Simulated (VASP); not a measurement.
# A VASP 6.6.1 single-point calculation on CaO

INCAR

```
NBANDS = 15
PREC = Accurate
GGA = PE
NSW = 0
LASPH = .TRUE.
LCHARG = .FALSE.
ISMEAR = -1
NELM = 69
EDIFF = 1E-7
LREAL = .FALSE.
IBRION = -1
ISIF = 2
LWAVE = .FALSE.
ENCUT = 200
SIGMA = 0.02
```

KPOINTS

```
KPOINTS created by Atomic Simulation Environment
0
Gamma
10 10 10
0 0 0
```

POSCAR

```
Ca O
 1.0000000000000000
     0.0627784168000000    2.4003897896000002    2.4003897896000002
     2.4003897896000002    0.0627784168000000    2.4003897896000002
     2.4003897896000002    2.4003897896000002    0.0627784168000000
 Ca  O
   1   1
Cartesian
  0.0000000000000000  0.0000000000000000  0.0000000000000000
  2.4317789980000004  2.4317789980000004  2.4317789979999995
```

The recommended PBE PAW datasets give the neutral cell 16 valence electrons.

Command

```
mpirun -np 1 vasp_std
```

How does this run end, and what does it give?

It converged. Results: gap between bands v and c on the k mesh 3.76 eV; least direct gap on the k mesh 4.10 eV; pressure -117.5 GPa. Band v is the last that the valence electrons fill when counted band by band, and c is the next.

OSZICAR

```
N       E                     dE             d eps       ncg     rms          rms(c)
DAV:   1     0.584094253482E+02    0.58409E+02   -0.46272E+03  3787   0.542E+02
DAV:   2    -0.121182475716E+02   -0.70528E+02   -0.66729E+02  4385   0.187E+02
DAV:   3    -0.137531603651E+02   -0.16349E+01   -0.16312E+01  4002   0.285E+01
DAV:   4    -0.137780404206E+02   -0.24880E-01   -0.24874E-01  4473   0.341E+00
DAV:   5    -0.137787957203E+02   -0.75530E-03   -0.75530E-03  4036   0.497E-01    0.814E+00
DAV:   6    -0.131692565229E+02    0.60954E+00   -0.13795E-01  4534   0.588E+00    0.460E+00
DAV:   7    -0.130653140915E+02    0.10394E+00   -0.50258E-02  4851   0.235E+00    0.123E+00
DAV:   8    -0.130641862066E+02    0.11279E-02   -0.14552E-02  4222   0.100E+00    0.996E-02
DAV:   9    -0.130651890222E+02   -0.10028E-02   -0.26343E-03  4440   0.361E-01    0.116E-01
DAV:  10    -0.130649324524E+02    0.25657E-03   -0.69373E-04  4580   0.276E-01    0.952E-03
DAV:  11    -0.130649357743E+02   -0.33218E-05   -0.27575E-05  3726   0.439E-02    0.619E-03
DAV:  12    -0.130649352507E+02    0.52352E-06   -0.17166E-06  4563   0.976E-03    0.226E-03
DAV:  13    -0.130649350501E+02    0.20067E-06   -0.28078E-07  4390   0.416E-03    0.728E-04
DAV:  14    -0.130649350037E+02    0.46361E-07   -0.29649E-08  2090   0.142E-03
   1 F= -.13064935E+02 E0= -.13064935E+02  d E =-.661610E-13
```

These settings aren't sound, so the numbers aren't properties of the crystal.

On sound settings PBE gives a gap of 3.56 eV on its mesh and a pressure of 7.7 GPa for the intended cell.
